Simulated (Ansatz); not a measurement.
The system is Ge.

```
Ge
1.0
     1.39715   -2.60052    0.00000
     1.39715    2.60052    0.00000
     0.00000    0.00000    2.69823
Ge
1
Direct
  0.50000 0.50000 0.00000
```

This isn't the form of Ge at room conditions, which is diamond.

Base run:

```yaml
Program: Ansatz 0.2.0
Functional: RPBE
Potentials_or_basis: Ansatz PAW
Cutoff: "420 eV (not typed: the program's choice for these potentials)"
k_mesh: 11 × 11 × 10
Occupations: fermi-dirac, width 0.05 eV
Spin: no spin polarisation
```

Its results: band gap on the k mesh none (metal or under the smearing width); pressure 1.0 GPa.

Q: After a change of settings the same cell gave: band gap on the k mesh none (metal or under the smearing width); pressure 5.4 GPa. Which change was it?
A. functional from RPBE to PBE; occupations from fermi-dirac, width 0.05 eV to gaussian, width 0.015 eV
B. functional from RPBE to revPBE
C. functional from RPBE to r2SCAN; cutoff from 420 eV (not typed: the program's choice for these potentials) to 500 eV (not typed: the program's choice for these potentials)
D. functional from RPBE to BLYP

A: D.

Caveats: the PAW data sets come from PBE, with cores solved anew for the run's functional, which leaves a small shift of forces and pressure.
